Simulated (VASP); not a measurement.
# Pd (Im-3m) in VASP: a series of runs, part 2 of 2

VASP 6.6.1. Earlier steps stand in the parts before.

## Step 3: Single point, PBE

The input, INCAR:

```
SYSTEM = Pd
PREC = Accurate ; ENCUT = 460
EDIFF = 0.001 ; ISMEAR = 0
SIGMA = 0.1 ; LREAL = .FALSE.
LASPH = .TRUE. ; NELM = 100
ALGO = Normal ; ISIF = 2
LWAVE = .FALSE. ; LCHARG = .FALSE.
GGA = PE ; ADDGRID = .FALSE.
```

The input, KPOINTS:

```
Automatic mesh
0
G
  11 11 11
  0 0 0
```

The input, POSCAR:

```
Pd
1.0
   -1.5722810000      1.5722810000      1.5722810000
    1.5722810000     -1.5722810000      1.5722810000
    1.5722810000      1.5722810000     -1.5722810000
Pd
1
Direct
    0.0000000000      0.0000000000      0.0000000000
```

Potentials or basis: VASP PAW PBE potentials, release 64 (Pd).

The run is started by

```console
$ cat potpaw_PBE.64/Pd/POTCAR > POTCAR
$ mpirun -np 1 vasp_std > vasp.out
```

OUTCAR:

```text
SYSTEM = Pd
   PREC = Accurate
   ENCUT = 460
   EDIFF = 0.001
   ISMEAR = 0
   LREAL = .FALSE.
   LASPH = .TRUE.
   NELM = 100
   ISIF = 2
   GGA = PE

 Found     56 irreducible k-points:

 Following reciprocal coordinates:
            Coordinates               Weight
  0.000000  0.000000  0.000000      1.000000
  0.090909  0.000000  0.000000     12.000000
  0.181818  0.000000  0.000000     12.000000
  0.272727  0.000000  0.000000     12.000000
  0.363636  0.000000  0.000000     12.000000
  0.454545  0.000000  0.000000     12.000000
   k-points           NKPTS =     56   k-points in BZ     NKDIM =     56   number of bands    NBANDS=      9
   number of dos      NEDOS =    301   number of ions     NIONS =      1
   total plane-waves  NPLWV =   8000
   dimension x,y,z NGX =    20 NGY =   20 NGZ =   20
   dimension x,y,z NGXF=    40 NGYF=   40 NGZF=   40
   ions per type =               1
   NGX,Y,Z   is equivalent  to a cutoff of  12.21, 12.21, 12.21 a.u.
   NGXF,Y,Z  is equivalent  to a cutoff of  24.42, 24.42, 24.42 a.u.
 SYSTEM =  Pd
   PREC   = accura    normal or accurate (medium, high low for compatibility)
   ISTART =      0    job   : 0-new  1-cont  2-samecut
   ICHARG =      2    charge: 1-file 2-atom 10-const
   ISPIN  =      1    spin polarized calculation?
   LNONCOLLINEAR =      F non collinear calculations
   LSORBIT =      F    spin-orbit coupling
   LASPH  =      T    aspherical Exc in radial PAW
   ENCUT  =  460.0 eV  33.81 Ry    5.81 a.u.   4.76  4.76  4.76*2*pi/ulx,y,z
   NELM   =    100;   NELMIN=  2; NELMDL= -5     # of ELM steps
   EDIFF  = 0.1E-02   stopping-criterion for ELM
   LREAL  =      F    real-space projection
   EDIFFG = 0.1E-01   stopping-criterion for IOM
   NSW    =      0    number of steps for IOM
   IBRION =     -1    ionic relax: 0-MD 1-quasi-New 2-CG
   NFREE  =      0    steps in history (QN), initial steepest desc. (CG)
   ISIF   =      2    stress and relaxation
   ISYM   =      2    0-nonsym 1-usesym 2-fastsym
   POTIM  = 0.5000    time-step for ionic-motion
   TEBEG  =    0.0;   TEEND  =   0.0 temperature during run
   PSTRESS=    0.0 pullay stress
   NELECT =      10.0000    total number of electrons
   NUPDOWN=      -1.0000    fix difference up-down
   EMIN   =  10.00;   EMAX   =-10.00  energy-range for DOS
   EFERMI =   0.00;   METHOD = LEGACY
   ISMEAR =     0;   SIGMA  =   0.10  broadening in eV -4-tet -1-fermi 0-gaus
   EFERMI_NEDOS =   21; number of points for ismear=-14 and -15
   IALGO  =     38    algorithm
   IMIX   =      4    mixing-type and parameters
     AMIX     =   0.40;   BMIX     =  1.00
     AMIX_MAG =   1.60;   BMIX_MAG =  1.00
  volume/ion in A,a.u.               =      15.55       104.92
  Fermi-wavevector in a.u.,A,eV,Ry     =   1.413160  2.670485 27.171123  1.997021
  Thomas-Fermi vector in A             =   2.534834
   LORBIT       =      0    0 simple, 1 ext, 2 COOP (PROOUT), +10 PAW based schemes
   GGA     = PE    functional components
   LHFCALC =     F    Hartree Fock is set to
   AEXX    =    0.0000 exact exchange contribution
   IVDW    =     0    specifies the selected vdW correction
   LEPSILON=     F    determine dielectric tensor
   LRPA    =     F    only Hartree local field effects (RPA)
 non-spin polarized calculation
 Gauss-broadening in eV      SIGMA  =   0.10
  energy-cutoff  :      460.00
  volume of cell :       15.55
 maximum number of plane-waves:       370
   NGX =  9   NGY =  9   NGZ =  9

 number of electron      10.0000005 magnetization

 Free energy of the ion-electron system (eV)
  ---------------------------------------------------
  ext. energy  EPLUGINS =         0.00000000
  ---------------------------------------------------
  free energy    TOTEN  =        -5.16738394 eV

  energy without entropy =       -5.15860755  energy(sigma->0) =       -5.16299575

 E-fermi :   8.9204     XC(G=0): -12.8521

 val. band max:        8.8735855133   @ k =  -0.3636   0.4545   0.2727
 cond. band min:       8.9224023162   @ k =   0.4545   0.0909  -0.0000
 fundamental gap:      0.0488168029
 Fermi energy:         8.9204324644

 k-point     1 :       0.0000    0.0000    0.0000
  band No.  band energies     occupation
      1       2.1895      2.00000
      2       6.2006      2.00000
      3       6.2006      2.00000
      4       6.2006      2.00000
      5       8.0419      2.00000
      6       8.0419      2.00000
      7      28.1926      0.00000
      8      28.1926      0.00000
      9      28.1926      0.00000
[... 49 lines left out ...]
 k-point     6 :       0.4545    0.0000    0.0000
  band No.  band energies     occupation
      1       4.0416      2.00000
      2       5.1122      2.00000
      3       7.9549      2.00000
      4       8.2486      2.00000
      5       9.3919      0.00000
      6      10.0581      0.00000
      7      16.9327      0.00000
      8      24.0422      0.00000
      9      26.4695      0.00000

 [... further k-points ...]

------------------------ aborting loop because EDIFF is reached ----------------------------------------

  FORCE on cell =-STRESS in cart. coord.  units (eV):
  Direction    XX          YY          ZZ          XY          YZ          ZX
  --------------------------------------------------------------------------------------
  -------------------------------------------------------------------------------------
  Total       -0.1119468     -0.1119468     -0.1119468      0.0000000      0.0000000      0.0000000
  in kB      -11.5364440    -11.5364440    -11.5364440      0.0000000      0.0000000      0.0000000
  external PRESSURE =     -11.5364440 kB  Pullay stress =       0.0000000 kB

 VOLUME and BASIS-vectors are now :
 -----------------------------------------------------------------------------
  energy-cutoff  :      460.00
  volume of cell :       15.55
      direct lattice vectors                 reciprocal lattice vectors
    -1.572281000  1.572281000  1.572281000     0.000000000  0.318009313  0.318009313
     1.572281000 -1.572281000  1.572281000     0.318009313  0.000000000  0.318009313
     1.572281000  1.572281000 -1.572281000     0.318009313  0.318009313  0.000000000

 POSITION                                       TOTAL-FORCE (eV/Angst)
 -----------------------------------------------------------------------------------
      0.00000      0.00000      0.00000        -0.000000     -0.000000      0.000000
 -----------------------------------------------------------------------------------
    total drift:                                0.000000      0.000000      0.000000

  FREE ENERGIE OF THE ION-ELECTRON SYSTEM (eV)
  ---------------------------------------------------
  free  energy   TOTEN  =        -5.1673839439 eV

  energy  without entropy=       -5.1586075480  energy(sigma->0) =       -5.16299575
```

OSZICAR:

```text
N       E                     dE             d eps       ncg     rms          rms(c)
DAV:   1     0.331318794122E+02    0.33132E+02   -0.49588E+03  1032   0.939E+02
DAV:   2    -0.506371839648E+01   -0.38196E+02   -0.36939E+02  1052   0.180E+02
DAV:   3    -0.541091287469E+01   -0.34719E+00   -0.34610E+00  1136   0.195E+01
DAV:   4    -0.541295713615E+01   -0.20443E-02   -0.20441E-02  1138   0.138E+00
DAV:   5    -0.541298276080E+01   -0.25625E-04   -0.25624E-04  1025   0.144E-01    0.658E+00
DAV:   6    -0.517799521949E+01    0.23499E+00   -0.11288E+00  1028   0.982E+00    0.325E+00
DAV:   7    -0.517026827141E+01    0.77269E-02   -0.59416E-03  1087   0.705E-01    0.175E+00
DAV:   8    -0.516738211897E+01    0.28862E-02   -0.94482E-04  1005   0.265E-01    0.462E-02
DAV:   9    -0.516738394388E+01   -0.18249E-05   -0.67512E-06   522   0.278E-02
   1 F= -.51673839E+01 E0= -.51629957E+01  d E =-.877640E-02
```

Run time: 10 s. Hardware: 1 thread of Intel Xeon Platinum 8375C at 2.90GHz (Ice Lake), shared host; peak memory 0.12 GiB.

The run converged, but some of its settings lie outside the range that counts as converged, so its numbers aren't taken as properties of the crystal.

What came out:

| Property | Result |
| --- | --- |
| Free energy | -5.1674 eV |
| Pressure | -1.2 GPa |
| Band gap on the k mesh | none (metal or under the smearing width) |

## Step 4: Single point, PBE

INCAR is that of step 3.

KPOINTS is that of step 3.

The input, POSCAR:

```
Pd
1.0
   -1.5345420000      1.5703810000      1.5719130000
    1.5565800000     -1.5514420000      1.5750130000
    1.5718420000      1.5887420000     -1.5529740000
Pd
1
Direct
    0.0275280000      0.0634310000      0.0341390000
```

The run is started by

```console
$ cat potpaw_PBE.64/Pd/POTCAR > POTCAR
$ mpirun -np 1 vasp_std > vasp.out
```

Run time: 58 s. Hardware: 1 thread of Intel Xeon Platinum 8375C at 2.90GHz (Ice Lake), shared host; peak memory 0.2 GiB.

The run converged, but some of its settings lie outside the range that counts as converged, so its numbers aren't taken as properties of the crystal.

Results:

```
Free energy            : -5.1640 eV
Pressure               : -1.0 GPa
Band gap on the k mesh : none (metal or under the smearing width)
```

## Step 5: Single point, PBE

Edit INCAR of step 4 so:

```diff
@@ -2,3 +2,3 @@
 PREC = Accurate ; ENCUT = 460
-EDIFF = 0.001 ; ISMEAR = 0
+EDIFF = 1E-4 ; ISMEAR = 0
 SIGMA = 0.1 ; LREAL = .FALSE.
```

KPOINTS is that of step 4.

The input, POSCAR:

```
Pd
1.0
   -1.5722810000      1.5722810000      1.5722810000
    1.5722810000     -1.5722810000      1.5722810000
    1.5722810000      1.5722810000     -1.5722810000
Pd
1
Direct
    0.0000000000      0.0000000000      0.0000000000
```

Potentials or basis: VASP PAW PBE potentials, release 64 (Pd).

The run is started by

```console
$ cat potpaw_PBE.64/Pd/POTCAR > POTCAR
$ mpirun -np 1 vasp_std > vasp.out
```

OUTCAR:

```text
SYSTEM = Pd
   PREC = Accurate
   ENCUT = 460
   EDIFF = 1E-4
   ISMEAR = 0
   LREAL = .FALSE.
   LASPH = .TRUE.
   NELM = 100
   ISIF = 2
   GGA = PE

 Found     56 irreducible k-points:

 Following reciprocal coordinates:
            Coordinates               Weight
  0.000000  0.000000  0.000000      1.000000
  0.090909  0.000000  0.000000     12.000000
  0.181818  0.000000  0.000000     12.000000
  0.272727  0.000000  0.000000     12.000000
  0.363636  0.000000  0.000000     12.000000
  0.454545  0.000000  0.000000     12.000000
[... 147 lines left out ...]

------------------------ aborting loop because EDIFF is reached ----------------------------------------

  FORCE on cell =-STRESS in cart. coord.  units (eV):
  Direction    XX          YY          ZZ          XY          YZ          ZX
  --------------------------------------------------------------------------------------
  -------------------------------------------------------------------------------------
  Total       -0.1120681     -0.1120681     -0.1120681     -0.0000000      0.0000000     -0.0000000
  in kB      -11.5489386    -11.5489386    -11.5489386     -0.0000000      0.0000000     -0.0000000
  external PRESSURE =     -11.5489386 kB  Pullay stress =       0.0000000 kB

 VOLUME and BASIS-vectors are now :
 -----------------------------------------------------------------------------
  energy-cutoff  :      460.00
  volume of cell :       15.55
      direct lattice vectors                 reciprocal lattice vectors
    -1.572281000  1.572281000  1.572281000     0.000000000  0.318009313  0.318009313
     1.572281000 -1.572281000  1.572281000     0.318009313  0.000000000  0.318009313
     1.572281000  1.572281000 -1.572281000     0.318009313  0.318009313  0.000000000

 POSITION                                       TOTAL-FORCE (eV/Angst)
 -----------------------------------------------------------------------------------
      0.00000      0.00000      0.00000        -0.000000     -0.000000      0.000000
 -----------------------------------------------------------------------------------
    total drift:                                0.000000     -0.000000      0.000000

  FREE ENERGIE OF THE ION-ELECTRON SYSTEM (eV)
  ---------------------------------------------------
  free  energy   TOTEN  =        -5.1673839521 eV

  energy  without entropy=       -5.1586075513  energy(sigma->0) =       -5.16299575
```

OSZICAR:

```text
N       E                     dE             d eps       ncg     rms          rms(c)
DAV:   1     0.331318794122E+02    0.33132E+02   -0.49588E+03  1032   0.939E+02
DAV:   2    -0.506371839648E+01   -0.38196E+02   -0.36939E+02  1052   0.180E+02
DAV:   3    -0.541091287469E+01   -0.34719E+00   -0.34610E+00  1136   0.195E+01
DAV:   4    -0.541295713615E+01   -0.20443E-02   -0.20441E-02  1138   0.138E+00
DAV:   5    -0.541298332068E+01   -0.26185E-04   -0.26186E-04  1171   0.144E-01    0.658E+00
DAV:   6    -0.517799463654E+01    0.23499E+00   -0.11287E+00  1028   0.982E+00    0.325E+00
DAV:   7    -0.517026792938E+01    0.77267E-02   -0.59524E-03  1106   0.705E-01    0.175E+00
DAV:   8    -0.516738215751E+01    0.28858E-02   -0.94522E-04  1077   0.265E-01    0.462E-02
DAV:   9    -0.516738395211E+01   -0.17946E-05   -0.63860E-06   538   0.269E-02
   1 F= -.51673840E+01 E0= -.51629958E+01  d E =-.877640E-02
```

stdout:

```text
POSCAR found type information on POSCAR Pd
 POSCAR found :  1 types and       1 ions
 scaLAPACK will be used
 LDA part: xc-table for (Slater+PW92), standard interpolation
 POSCAR, INCAR and KPOINTS ok, starting setup
 FFT: planning ... GRIDC
 FFT: planning ... GRID_SOFT
 FFT: planning ... GRID
 WAVECAR not read
 entering main loop
```

Run time: 8.5 s. Hardware: 1 thread of Intel Xeon Platinum 8375C at 2.90GHz (Ice Lake), shared host; peak memory 0.12 GiB.

The run converged, but some of its settings lie outside the range that counts as converged, so its numbers aren't taken as properties of the crystal.

What came out:

| Quantity | Value |
| --- | --- |
| Free energy | -5.1674 eV |
| Pressure | -1.2 GPa |
| Band gap on the k mesh | none (metal or under the smearing width) |

## Step 6: The reference run

An earlier run on the cell as given: functional PBEsol; potentials or basis VASP PAW PBE potentials, release 64 (Pd); cutoff 520 eV; k mesh 12 × 12 × 12; occupations fermi-dirac, width 0.05 eV; no spin polarisation.

- Pressure: -10.3 GPa
- Band gap on the k mesh: none (metal or under the smearing width)
